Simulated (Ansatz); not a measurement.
Level of theory: DFT PBE, scalar-relativistic, plane waves, PAW (Ansatz 0.2.0). All cells share a 420 eV cutoff and Γ-centred k meshes spaced at most about 0.3 Å⁻¹ (about 0.25 or finer for metals, 2π included). No spin polarisation.

Temperature and zero-point effects are left out. Both are relaxed sheets, periodic along a and b.

Two forms of Hf were relaxed alike.

A.

```yaml
crystal:
  periodic: [true, true, false]
  lattice:
    - [2.93352, 0.00000, 0.00000]
    - [-1.46676, 2.54050, 0.00000]
    - [0.00000, 0.00000, 23.80000]
  atoms:
    - { symbol: Hf, position: [0.00000, 0.00000, 0.29412] }
```

B.

```yaml
crystal:
  periodic: [true, true, false]
  lattice:
    - [4.02043, 0.00000, 0.00000]
    - [0.00000, 4.02043, 0.00000]
    - [0.00000, 0.00000, 28.08991]
  atoms:
    - { symbol: Hf, position: [0.00000, 0.50000, 0.31820] }
    - { symbol: Hf, position: [0.50000, 0.00000, 0.31820] }
    - { symbol: Hf, position: [0.00000, 0.00000, 0.24248] }
```

**Question.** Which is lower in energy, and by how much?

**Answer.** B is lower, by 0.38 eV/atom. A has layer group p6/mmm (No. 80), 7.5 Å²/atom and no gap on its mesh; B has layer group p4mm (No. 55), 5.4 Å²/atom and no gap. Counting all near atoms (those within 1.25 times the shortest distance at each site; a slash parts the counts of unlike sites), A has Hf 6 and B has Hf 4/6. In A, Hf at height 0.00 Å has 6 Hf at 2.93 Å. In B, Hf at height 2.13 Å has 6 Hf at 2.84–2.93 Å; Hf at height 0.00 Å has 4 Hf at 2.93 Å. Both come from invented guesses.

These runs have no spin–orbit coupling, which can matter for Hf. Cells relaxed within their symmetry can be saddle points.
